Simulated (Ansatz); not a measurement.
**Searching the electronic states of Ni**

How much does the result for Ni depend on the starting moments? The same cell is run from several starts. We look at Ni: its experimental structure (space group Fm-3m, primitive cell doubled), with 2 atoms per cell. Source: COD entry 9012996, which need not be the ambient phase.

Computed with Ansatz 0.2.0 (DFT r2SCAN, PAW, plane waves, scalar-relativistic, unless a step's input says otherwise).

### 1 The structure to begin with

The structure is cubic, space group Fm-3m (No. 225). Conventional cell: a = 3.538 Å, b = 3.538 Å, c = 3.538 Å, α = 90.00°, β = 90.00°, γ = 90.00°. Ni (site symmetry m-3m) is surrounded by 12 Ni at 2.50 Å.

Coordinates:

```cif
data_structure
_symmetry_space_group_name_H-M 'Fm-3m'
_symmetry_Int_Tables_number 225
_cell_length_a 3.5383
_cell_length_b 3.5383
_cell_length_c 3.5383
_cell_angle_alpha 90.000
_cell_angle_beta 90.000
_cell_angle_gamma 90.000
_cell_volume 44.30
loop_
_atom_site_label
_atom_site_type_symbol
_atom_site_symmetry_multiplicity
_atom_site_Wyckoff_symbol
_atom_site_fract_x
_atom_site_fract_y
_atom_site_fract_z
_atom_site_occupancy
Ni1 Ni 4 a 0.00000 0.00000 0.00000 1
```

In tables a label like Ni2 counts atoms in the order of input.yaml; a structure file may count by element.

Planned first: parallel moments, plain SCF; opposed moments +-, plain SCF; no spin polarisation; spin on, no moments given (the program may seed its own), plain SCF. What is tried next depends on their ends.

“Plain SCF” means no search for lower states. 

Moments by site are taken inside atomic spheres; the rest lies between them.

### 2 Parallel moments, plain SCF

Contents of input.yaml:

```yaml
crystal:
  lattice:
    - [-1.76915, -1.76915, -3.5383]
    - [1.76915, -1.76915, 0.0]
    - [-1.76915, -1.76915, 0.0]
  atoms:
    - { symbol: Ni, position: [0.0, 0.0, 0.0], spin: 2.0 }
    - { symbol: Ni, position: [0.5, 0.5, 0.0], spin: 2.0 }
magnetization:
  spin_polarized: true
hamiltonian:
  xc: r2scan
  pseudopotentials: { kind: paw }
basis:
  ecutwfc: 500
kpoints:
  mp_grid: { grid: [8, 12, 14] }
scf:
  occupations: { method: fermi_dirac, width: 0.1 }
  lower_state_search: "off"
output:
  forces: true
  stress: true
```

Run with:

```console
ansatz run input.yaml --threads 2 --pin off --max-ram 5120MiB --backend cpu --events-out ev --progress --plain --runs-dir out
```

Output, shortened:

```text
Warning: crystal.symmetry: narrowed to the stabiliser of the k-point mesh — unitary ops 32 → 8; excluded 24 operations that carry a point of the 8×12×14 mesh (shift [0, 0, 0]) off the mesh (the run samples exactly the mesh kpoints.mp_grid names, as under crystal.symmetry.detect: false, [...]
Pseudopotentials: kind: paw
Pseudopotential: Ni, paw, valence charge 18, recommended cutoff 500 eV (meta_gga), Ni.paw.azcp
Functional definition: r2SCAN
[...]
Crystal: 2 atoms, lattice volume = 22.149 Å³
Basis set: ecut = 500 eV, 569 PW (Γ), exchange–correlation on 128×80×80 points (64 copies of the dense FFT grid, shifted against one another)
Bands: 24, of which v1, the nominal top of the filled ones, is band 18 counted from 1 (17 counted from 0)
Symmetry: 8 space group operations
k-points: 406 of 1344
[...]
Starting moments: Σ|m| = 4 μB on 2 of 2 sites
[...]
SCF iter   1: F=-11690.385623 eV  HF=-11689.770551 eV  |F-HF|=6.15e-1  |Δ(HF+E_count)|=         —  Δρ=1.11e-1 (↑8.95e-2 ↓1.11e-1)  dr2=6.35e-2  dr2_τ=3.36e-2  dr2_m=2.03e0  M=2.071 μB ∫|m|=2.351 μB  β_m=0.62  ethr=1.77e-4  ⟨swp⟩=1.7  Hψ=104650  notcnv=0
[...]
spin-set hold released at iteration 1 (the charge has settled, or the pull on large starting moments outlasts its swing): the magnetisation degrees of freedom join the quasi-Newton model from the next iteration; the mixer history was flushed
[...]
SCF iter  13: F=-11690.587252 eV  HF=-11690.587252 eV  |F-HF|=1.04e-7  |Δ(HF+E_count)|=   1.69e-7  Δρ=6.42e-6 (↑4.43e-6 ↓6.42e-6)  dr2=3.03e-9  dr2_τ=6.06e-11  dr2_m=1.27e-9  M=1.505 μB ∫|m|=1.859 μB  ethr=1.88e-11  ⟨swp⟩=4.0  Hψ=65327  notcnv=0
[...]
this state was not tested for a lower state beside it, because the mixer in use, unlike msr1, does not test its closes by its own steps (another_mixer; see scf.mixing.algorithm and scf.lower_state_search)
SCF converged after 13 iterations
Magnetization: 1.5048 μB (18.7524 up, 17.2476 down)
Absolute magnetization: 1.8609 μB (∫|ρ↑−ρ↓|, with the PAW one-centre terms)
Spin contamination: 0.0455 ħ² per cell (⟨S²⟩ above its minimum at these occupations)
Per-site moments (μB) at R_I (Å): [(0.8224230034508591, 1.0320568185973489), (0.8224230034508591, 1.0320568185973489)]
Free energy (F): -11690.587252 eV
[...]
E sigma→0 (E₀):  -11690.546257 eV
Entropy (-TS):   -0.081990 eV (-40.995 meV/atom)
Fermi energy:    17.711694 eV
[...]
--- Forces (eV/Å), atoms counted from 1 ---
  atom   1  Ni    -0.00000000    -0.00000000     0.00000000
  atom   2  Ni     0.00000000    -0.00000000     0.00000000
[...]
--- Stress (GPa, compression-positive) ---
       -9.785248       0.076397      -0.012071
        0.076397      -9.785248      -0.012071
       -0.011909      -0.011909      -9.654550
  P = ⅓ Tr σ = -9.7417 GPa (-97.417 kbar)
```

Run time: 38 s. Hardware: 2 threads of Arm Neoverse V2, shared host; peak memory 0.68 GiB.

Result: ferromagnetic, site moments Ni1 0.82, Ni2 0.82 μB, total 1.50 μB per cell, no gap on the k-mesh.

### 3 Opposed moments +-, plain SCF

input.yaml: that of step 2 with these lines changed.

```diff
@@ -7,3 +7,3 @@
     - { symbol: Ni, position: [0.0, 0.0, 0.0], spin: 2.0 }
-    - { symbol: Ni, position: [0.5, 0.5, 0.0], spin: 2.0 }
+    - { symbol: Ni, position: [0.5, 0.5, 0.0], spin: -2.0 }
 magnetization:
@@ -23 +23,5 @@
   stress: true
+  write_density: true
+  write_potential: true
+  elf: true
+  volumetric_format: npy
```

Run with:

```console
ansatz run input.yaml --threads 2 --pin off --max-ram 5120MiB --backend cpu --events-out ev --progress --plain --runs-dir out
```

Output:

```text
Warning: crystal.symmetry: narrowed to the stabiliser of the k-point mesh — unitary ops 16 → 4; excluded 12 operations that carry a point of the 8×12×14 mesh (shift [0, 0, 0]) off the mesh (the run samples exactly the mesh kpoints.mp_grid names, as under crystal.symmetry.detect: false, and its converged state has the mesh's symmetry, not the crystal's; ε∞, the Born charges and the force constants of a linear response (`dielectric:` by the response, `phonons.method: dfpt`) are averaged over those of the crystal's operations that the state keeps within a tolerance, where `mesh_tensors`, `unaveraged_element` or `gamma_mean_max_change_ev_ang2` stands beside them; a row that `dielectric.field_direction` solves alone is averaged likewise, with nothing beside; a Γ-centred mesh of equal divisions is mapped onto itself by every operation and keeps the whole group, as does a half-shifted one under kpoints.further_shifts: images)
[... 12 lines as in an earlier run ...]
Symmetry: 4 space group operations
[... 6 lines as in an earlier run ...]
Starting moments: Σ|m| = 4 μB on 2 of 2 sites
[... 2 lines as in an earlier run ...]
spin-down is spin-up translated by (0.5, 0.5, 0): one eigenproblem is solved per k-point and the antiferromagnetic symmetry of the starting moments is kept exactly by this SCF (crystal.symmetry.spin_inversion_symmetry: false solves both channels; [...]
iter 1 solved again at ethr=4.18e-4 eV; its pass at ethr=3.10e-3 eV (dr2=1.50e-1 eV) is discarded
SCF iter   1: F=-11689.928291 eV  HF=-11689.312252 eV  |F-HF|=6.16e-1  |Δ(HF+E_count)|=         —  Δρ=1.21e-1 (↑1.21e-1 ↓1.21e-1)  dr2=1.50e-1  dr2_τ=3.65e-2  dr2_m=2.89e0  M=0.000 μB ∫|m|=2.092 μB  β_m=0.30  ethr=4.18e-4  ⟨swp⟩=1.3  Hψ=53354  notcnv=0
Mixer restart at iter 1: flushing history
preconditioner: auto → none  [metal: Δε(μ)=0.002 eV  Ē_g=12.171 eV  σ=0.100 eV  W_gap=0.00  n_scr=6 (ndim 8)  ℏωp=35.3 eV  f_vac=0.000  D(μ)=5.09/eV (n_scr^D=106)  sad-step TF]
[... 1 line as in an earlier run ...]
SCF iter   2: F=-11690.059635 eV  HF=-11689.737472 eV  |F-HF|=3.22e-1  |Δ(HF+E_count)|=   4.25e-1  Δρ=1.02e-1 (↑1.02e-1 ↓1.02e-1)  dr2=1.09e-1  dr2_τ=8.02e-3  dr2_m=2.04e0  M=0.000 μB ∫|m|=1.879 μB  β_m=0.30  ethr=4.17e-4  ⟨swp⟩=2.9  Hψ=18934  notcnv=0  κ⁻¹=1.0e0(r=1)
SCF iter   3: F=-11690.219388 eV  HF=-11690.348491 eV  |F-HF|=1.29e-1  |Δ(HF+E_count)|=   6.11e-1  Δρ=3.14e-2 (↑3.14e-2 ↓3.14e-2)  dr2=1.50e-1  dr2_τ=1.33e-3  dr2_m=1.02e-1  M=0.000 μB ∫|m|=0.861 μB  β_m=0.30  ethr=3.02e-4  ⟨swp⟩=3.1  Hψ=26026  notcnv=0  defer=234  κ⁻¹=1.2e-2(r=2)
SCF iter   4: F=-11690.352024 eV  HF=-11690.324994 eV  |F-HF|=2.70e-2  |Δ(HF+E_count)|=   2.35e-2  Δρ=1.94e-2 (↑1.94e-2 ↓1.94e-2)  dr2=1.47e-2  dr2_τ=8.23e-4  dr2_m=5.70e-2  M=0.000 μB ∫|m|=0.746 μB  β_m=0.30  ethr=3.02e-4  ⟨swp⟩=2.6  Hψ=20034  notcnv=0  defer=244  κ⁻¹=5.5e-3(r=3)
SCF iter   5: F=-11690.372884 eV  HF=-11690.342982 eV  |F-HF|=2.99e-2  |Δ(HF+E_count)|=   1.80e-2  Δρ=7.93e-3 (↑7.93e-3 ↓7.93e-3)  dr2=4.15e-3  dr2_τ=1.80e-4  dr2_m=7.72e-3  M=0.000 μB ∫|m|=0.496 μB  β_m=0.30  ethr=4.08e-5  ⟨swp⟩=2.0  Hψ=19428  notcnv=0  defer=247  κ⁻¹=2.2e-3(r=4)
SCF iter   6: F=-11690.379563 eV  HF=-11690.369716 eV  |F-HF|=9.85e-3  |Δ(HF+E_count)|=   2.67e-2  Δρ=4.39e-3 (↑4.39e-3 ↓4.39e-3)  dr2=3.51e-3  dr2_τ=1.84e-5  dr2_m=2.02e-3  M=0.000 μB ∫|m|=0.393 μB  β_m=0.30  ethr=1.15e-5  ⟨swp⟩=2.1  Hψ=21918  notcnv=0  defer=254  κ⁻¹=1.2e-4(r=5)
SCF iter   7: F=-11690.381526 eV  HF=-11690.380527 eV  |F-HF|=9.99e-4  |Δ(HF+E_count)|=   1.08e-2  Δρ=2.32e-3 (↑2.32e-3 ↓2.32e-3)  dr2=1.44e-3  dr2_τ=7.07e-6  dr2_m=4.21e-4  M=0.000 μB ∫|m|=0.443 μB  β_m=0.30  ethr=9.75e-6  ⟨swp⟩=2.0  Hψ=19582  notcnv=0  defer=254  κ⁻¹=6.3e-5(r=6)
SCF iter   8: F=-11690.382196 eV  HF=-11690.381997 eV  |F-HF|=1.99e-4  |Δ(HF+E_count)|=   1.47e-3  Δρ=8.01e-4 (↑8.01e-4 ↓8.01e-4)  dr2=5.55e-5  dr2_τ=2.54e-6  dr2_m=9.33e-5  M=0.000 μB ∫|m|=0.472 μB  β_m=0.30  ethr=4.00e-6  ⟨swp⟩=2.1  Hψ=17321  notcnv=0  defer=254  κ⁻¹=6.4e-6(r=7)
SCF iter   9: F=-11690.382409 eV  HF=-11690.382353 eV  |F-HF|=5.60e-5  |Δ(HF+E_count)|=   3.56e-4  Δρ=6.35e-4 (↑6.35e-4 ↓6.35e-4)  dr2=4.30e-5  dr2_τ=3.38e-7  dr2_m=6.40e-5  M=0.000 μB ∫|m|=0.468 μB  β_m=0.30  ethr=1.54e-7  ⟨swp⟩=2.1  Hψ=17445  notcnv=0  defer=254  κ⁻¹=9.7e-7(r=8)
SCF iter  10: F=-11690.382446 eV  HF=-11690.382444 eV  |F-HF|=2.53e-6  |Δ(HF+E_count)|=   9.03e-5  Δρ=5.17e-4 (↑5.17e-4 ↓5.17e-4)  dr2=5.27e-5  dr2_τ=2.39e-7  dr2_m=3.52e-5  M=0.000 μB ∫|m|=0.475 μB  β_m=0.30  ethr=1.20e-7  ⟨swp⟩=2.0  Hψ=13530  notcnv=0  defer=254  κ⁻¹=1.5e-7(r=8)
SCF iter  11: F=-11690.382480 eV  HF=-11690.382482 eV  |F-HF|=2.08e-6  |Δ(HF+E_count)|=   3.86e-5  Δρ=3.60e-4 (↑3.60e-4 ↓3.60e-4)  dr2=2.68e-5  dr2_τ=1.27e-7  dr2_m=1.67e-5  M=0.000 μB ∫|m|=0.481 μB  β_m=0.30  ethr=1.20e-7  ⟨swp⟩=2.1  Hψ=11923  notcnv=0  defer=254  κ⁻¹=9.1e-7(r=8)
SCF iter  12: F=-11690.382517 eV  HF=-11690.382514 eV  |F-HF|=3.12e-6  |Δ(HF+E_count)|=   3.16e-5  Δρ=1.69e-4 (↑1.69e-4 ↓1.69e-4)  dr2=6.91e-6  dr2_τ=2.47e-8  dr2_m=2.66e-6  M=0.000 μB ∫|m|=0.490 μB  β_m=0.30  ethr=7.43e-8  ⟨swp⟩=2.0  Hψ=16388  notcnv=0  defer=254  κ⁻¹=3.1e-7(r=8)
SCF iter  13: F=-11690.382521 eV  HF=-11690.382518 eV  |F-HF|=2.34e-6  |Δ(HF+E_count)|=   4.35e-6  Δρ=9.93e-5 (↑9.93e-5 ↓9.93e-5)  dr2=2.77e-6  dr2_τ=1.03e-8  dr2_m=7.55e-7  M=0.000 μB ∫|m|=0.493 μB  β_m=0.30  ethr=1.92e-8  ⟨swp⟩=2.4  Hψ=13760  notcnv=0  defer=254  κ⁻¹=9.6e-7(r=8)
SCF iter  14: F=-11690.382522 eV  HF=-11690.382522 eV  |F-HF|=6.92e-8  |Δ(HF+E_count)|=   4.04e-6  Δρ=2.88e-5 (↑2.88e-5 ↓2.88e-5)  dr2=1.57e-7  dr2_τ=1.26e-9  dr2_m=1.05e-7  M=0.000 μB ∫|m|=0.495 μB  β_m=0.30  ethr=7.70e-9  ⟨swp⟩=2.0  Hψ=15919  notcnv=0  defer=254  κ⁻¹=3.3e-6(r=8)
SCF iter  15: F=-11690.382523 eV  HF=-11690.382522 eV  |F-HF|=4.10e-7  |Δ(HF+E_count)|=   1.38e-7  Δρ=3.38e-5 (↑3.38e-5 ↓3.38e-5)  dr2=4.11e-7  dr2_τ=7.86e-10  dr2_m=5.59e-8  M=0.000 μB ∫|m|=0.495 μB  β_m=0.30  ethr=2.78e-10  ⟨swp⟩=12.6  Hψ=77614  notcnv=0  κ⁻¹=1.8e-6(r=8)
iter 16 did not close the SCF: its close was put off for a magnetic moment that had not settled (scf_convergence_deferred on its scf_iter line)
SCF iter  16: F=-11690.382523 eV  HF=-11690.382523 eV  |F-HF|=7.48e-8  |Δ(HF+E_count)|=   6.12e-7  Δρ=1.57e-5 (↑1.57e-5 ↓1.57e-5)  dr2=9.79e-9  dr2_τ=4.52e-10  dr2_m=4.32e-8  M=0.000 μB ∫|m|=0.495 μB  β_m=0.30  ethr=2.78e-10  ⟨swp⟩=7.9  Hψ=72677  notcnv=0  κ⁻¹=6.5e-7(r=8)
iter 17 did not close the SCF: its close was put off for a magnetic moment that had not settled (scf_convergence_deferred on its scf_iter line)
SCF iter  17: F=-11690.382523 eV  HF=-11690.382523 eV  |F-HF|=7.31e-8  |Δ(HF+E_count)|=   8.16e-8  Δρ=1.45e-5 (↑1.45e-5 ↓1.45e-5)  dr2=1.89e-9  dr2_τ=3.90e-10  dr2_m=3.92e-8  M=0.000 μB ∫|m|=0.495 μB  β_m=0.30  ethr=2.72e-11  ⟨swp⟩=6.1  Hψ=62881  notcnv=0  κ⁻¹=2.4e-6(r=8)
SCF iter  18: F=-11690.382523 eV  HF=-11690.382523 eV  |F-HF|=7.49e-8  |Δ(HF+E_count)|=   5.42e-7  Δρ=1.97e-5 (↑1.97e-5 ↓1.97e-5)  dr2=1.29e-7  dr2_τ=3.60e-10  dr2_m=2.35e-8  M=0.000 μB ∫|m|=0.495 μB  β_m=0.30  ethr=5.25e-12  ⟨swp⟩=3.3  Hψ=24668  notcnv=0  κ⁻¹=1.4e-6(r=8)
iter 19 did not close the SCF: its close was put off for a magnetic moment that had not settled (scf_convergence_deferred on its scf_iter line)
SCF iter  19: F=-11690.382524 eV  HF=-11690.382524 eV  |F-HF|=3.62e-8  |Δ(HF+E_count)|=   2.98e-7  Δρ=1.26e-5 (↑1.26e-5 ↓1.26e-5)  dr2=3.01e-8  dr2_τ=2.57e-10  dr2_m=1.67e-8  M=0.000 μB ∫|m|=0.495 μB  β_m=0.30  ethr=5.25e-12  ⟨swp⟩=6.9  Hψ=70610  notcnv=0  κ⁻¹=1.3e-6(r=8)
iter 20 did not close the SCF: its close was put off for a magnetic moment that had not settled (scf_convergence_deferred on its scf_iter line)
SCF iter  20: F=-11690.382524 eV  HF=-11690.382524 eV  |F-HF|=2.26e-8  |Δ(HF+E_count)|=   3.16e-7  Δρ=7.43e-6 (↑7.43e-6 ↓7.43e-6)  dr2=7.51e-9  dr2_τ=1.12e-10  dr2_m=7.35e-9  M=0.000 μB ∫|m|=0.495 μB  β_m=0.30  ethr=5.25e-12  ⟨swp⟩=7.0  Hψ=72570  notcnv=0  κ⁻¹=7.8e-6(r=8)
iter 21 did not close the SCF: its close was put off for a magnetic moment that had not settled (scf_convergence_deferred on its scf_iter line)
SCF iter  21: F=-11690.382524 eV  HF=-11690.382524 eV  |F-HF|=1.72e-8  |Δ(HF+E_count)|=   1.41e-7  Δρ=7.06e-6 (↑7.06e-6 ↓7.06e-6)  dr2=1.56e-8  dr2_τ=4.92e-11  dr2_m=3.00e-9  M=0.000 μB ∫|m|=0.495 μB  β_m=0.30  ethr=5.25e-12  ⟨swp⟩=6.8  Hψ=71202  notcnv=0  κ⁻¹=1.0e-4(r=8)
iter 22 did not close the SCF: its close was put off for a magnetic moment that had not settled (scf_convergence_deferred on its scf_iter line)
SCF iter  22: F=-11690.382524 eV  HF=-11690.382524 eV  |F-HF|=4.46e-9  |Δ(HF+E_count)|=   2.53e-8  Δρ=3.87e-6 (↑3.87e-6 ↓3.87e-6)  dr2=7.16e-10  dr2_τ=2.97e-11  dr2_m=2.55e-9  M=0.000 μB ∫|m|=0.495 μB  β_m=0.30  ethr=5.25e-12  ⟨swp⟩=6.0  Hψ=63018  notcnv=0  κ⁻¹=2.4e-5(r=8)
iter 23 did not close the SCF: its close was put off for a magnetic moment that had not settled (scf_convergence_deferred on its scf_iter line)
SCF iter  23: F=-11690.382524 eV  HF=-11690.382524 eV  |F-HF|=1.14e-8  |Δ(HF+E_count)|=   7.14e-9  Δρ=5.35e-6 (↑5.35e-6 ↓5.35e-6)  dr2=1.03e-8  dr2_τ=2.19e-11  dr2_m=1.26e-9  M=0.000 μB ∫|m|=0.495 μB  β_m=0.30  ethr=1.99e-12  ⟨swp⟩=5.9  Hψ=64503  notcnv=0  κ⁻¹=1.3e-4(r=8)
SCF iter  24: F=-11690.382524 eV  HF=-11690.382524 eV  |F-HF|=1.44e-9  |Δ(HF+E_count)|=   1.89e-8  Δρ=2.09e-6 (↑2.09e-6 ↓2.09e-6)  dr2=1.26e-10  dr2_τ=1.00e-11  dr2_m=8.08e-10  M=0.000 μB ∫|m|=0.495 μB  ethr=1.99e-12  ⟨swp⟩=5.9  Hψ=63031  notcnv=0
SCF 1 converged in 24 iterations: F = -11690.382524 eV  dr2 = 1.26e-10
[... 1 line as in an earlier run ...]
SCF converged after 24 iterations
Magnetization: 0.0000 μB (18.0000 up, 18.0000 down)
Absolute magnetization: 0.4950 μB (∫|ρ↑−ρ↓|, with the PAW one-centre terms)
Spin contamination: 0.1558 ħ² per cell (⟨S²⟩ above its minimum at these occupations)
Per-site moments (μB) at R_I (Å): [(0.24234013707732593, 1.0320568185973489), (-0.24234013707732593, 1.0320568185973489)]
Free energy (F): -11690.382524 eV
Harris-Foulkes:  -11690.382524 eV  (|F-HF|=1.44e-9)
Internal energy: -11690.237490 eV  (E = F + TS)
E sigma→0 (E₀):  -11690.310007 eV
Entropy (-TS):   -0.145034 eV (-72.517 meV/atom)
Fermi energy:    17.386069 eV
--- Per-component energies (eV) ---
  E_band       = -630.912619
  E_kinetic    = 563.541572
  E_local      = -6950.060021  (includes V_loc(G=0)·N_el)
  E_nonlocal   = 1282.761065
  E_hartree    = 2906.357610
  E_xc         = -156.669570
  E_vxc        = -232.475133  (∫ρ·V_xc dr)
  E_paw        = -3290.121247  (= ΣΔE_a)
  E_vpaw       = -1124.582183  (= ΣTr[D̂ρ^β])
  E_aug_tail   = 0.000444  (compensation charges beyond the density's cutoff)
  E_vtau       = 17.187371  (kinetic-family band-sum trace: ∫τ·v_τ [+ j·A + Jᵃ·Aᵃ] dr)
  E_ewald      = -6045.447207
  E_core_change = -0.600137  (= ΣΔE_core)
  E_smearing   = -0.145034  (= −TS)
  E_closure    = 0.000000  (closes the sum)
  Σ components = -11690.382524   (vs F -11690.382524, Δ=0.00e0)
--- Forces (eV/Å), atoms counted from 1 ---
  atom   1  Ni    -0.00000000     0.00000000     0.00000000
  atom   2  Ni    -0.00000000    -0.00000000     0.00000000
  max |Σ_I F_I| component: 3.79e-29 eV/Å
--- Stress (GPa, compression-positive) ---
      -11.889219       0.134686      -0.005323
        0.134686     -11.889219      -0.005323
       -0.005299      -0.005299     -11.523543
  P = ⅓ Tr σ = -11.7673 GPa (-117.673 kbar)
--- Band table (eV; the first three rows and the last of 812) ---
  k-point 0 ↑: bands = ["-89.4479", "-89.0607", "-48.3341", "-48.3328", "-48.3318", "-47.9860", "-47.9009", "-47.8948", "8.1990", "12.9719", "13.5716", "15.4949", "15.4974", "15.5551", "16.5021", "16.5407", "17.2278", "17.5335", "17.5407", "19.9656", "27.0423", "32.8300", "32.8301", "37.5653"]
  k-point 1 ↑: bands = ["-89.4473", "-89.0602", "-48.3383", "-48.3333", "-48.3282", "-47.9884", "-47.9008", "-47.9007", "8.4041", "13.0451", "13.6353", "15.4543", "15.5396", "15.5877", "16.4832", "16.5216", "17.1519", "17.1652", "17.4878", "20.0734", "27.5661", "31.5819", "33.1411", "38.3164"]
  k-point 2 ↑: bands = ["-89.4455", "-89.0590", "-48.3542", "-48.3311", "-48.3194", "-47.9945", "-47.9167", "-47.9004", "9.0054", "13.2509", "13.8115", "15.3119", "15.6391", "15.6869", "16.3699", "16.4585", "16.5138", "16.8915", "17.4244", "20.1820", "28.8299", "29.5746", "34.0344", "37.8954"]
  k-point 405 ↓: bands = ["-89.4254", "-89.0402", "-48.4397", "-48.4384", "-48.2778", "-47.9982", "-47.9975", "-47.9922", "12.9483", "12.9764", "13.6132", "13.6262", "17.1064", "17.1360", "17.3919", "17.5231", "17.5425", "17.9308", "19.9562", "19.9606", "27.0227", "27.0580", "32.8158", "32.8238"]
```

It took 51 s on 2 threads of Arm Neoverse V2, shared host; peak memory 0.66 GiB.

End: antiferromagnetic (magnetic neighbours of Ni1 with a moment over 0.3 of its own that point the other way: 8 of 12 at 2.50 Å, 0 of 6 at 3.54 Å), site moments Ni1 0.24, Ni2 -0.24 μB, total 0.00 μB per cell, no gap on the k-mesh. Against step 2, the lowest until now, it is 102 meV/atom higher.

The maps below are laid out on this run's own conventional cell (a, b, c = 3.538, 3.538, 3.538 Å).

Density in a lattice plane of the grid's cell (edges 3.54 and 3.54 Å, at 0.000 of the third edge), which holds Ni. It is the smooth density of the valence electrons, not physical close to the nuclei.

Ten even steps from ' ' (0.17 e/Å³) to '@' (60.75 e/Å³):
```
##++--..                                  ..--++
--::..                                      ..::
....                                          ..
                                                
                                                
                                                
                      ......                    
                    ..::--::..                  
                  ..--++##++--..                
                  ::==##@@##==::                
                  ..--++##++--..                
                    ..::--::..                  
                      ......                    
                                                
                                                
                                                
....                                          ..
--::..                                      ..::
##++--..                                  ..--++
@@##==::                                  ::==##
```
Columns run along the first of these edges and rows up along the second, over one cell in 24 and 20 even steps from the bottom left corner. Atoms in the plane (fractional): Ni at (0.00, 0.00), Ni at (0.50, 0.50).

Spin density (up less down) in a lattice plane of the grid's cell (edges 3.54 and 3.54 Å, at 0.000 of the third edge), which holds Ni.

Values in e/Å³, 12 rows by 12 columns:
```
 0.38  0.17  0.00  0.00  0.00  0.00  0.00  0.00  0.00  0.00  0.00  0.17
 0.07  0.03  0.00  0.00  0.00  0.00  0.00  0.00  0.00  0.00  0.00  0.03
 0.01  0.01  0.00  0.00  0.00 -0.01 -0.01 -0.01  0.00  0.00  0.00  0.01
 0.00  0.00  0.00  0.00  0.00 -0.03 -0.06 -0.03  0.00  0.00  0.00  0.00
 0.00  0.00  0.00  0.00  0.00 -0.17 -0.37 -0.17  0.00  0.00  0.00  0.00
 0.00  0.00  0.00  0.00  0.00 -0.48 -0.94 -0.48  0.00  0.00  0.00  0.00
 0.00  0.00  0.00  0.00  0.00 -0.17 -0.37 -0.17  0.00  0.00  0.00  0.00
 0.00  0.00  0.00  0.00  0.00 -0.03 -0.06 -0.03  0.00  0.00  0.00  0.00
 0.01  0.01  0.00  0.00  0.00 -0.01 -0.01 -0.01  0.00  0.00  0.00  0.01
 0.07  0.03  0.00  0.00  0.00  0.00  0.00  0.00  0.00  0.00  0.00  0.03
 0.38  0.17  0.00  0.00  0.00  0.00  0.00  0.00  0.00  0.00  0.00  0.17
 1.00  0.48  0.00  0.00  0.00  0.00  0.00  0.00  0.00  0.00  0.00  0.48
```
Columns run along the first of these edges and rows up along the second, over one cell in 12 and 12 even steps from the bottom left corner. Atoms in the plane (fractional): Ni at (0.00, 0.00), Ni at (0.50, 0.50).

[end of part 1 of 2]
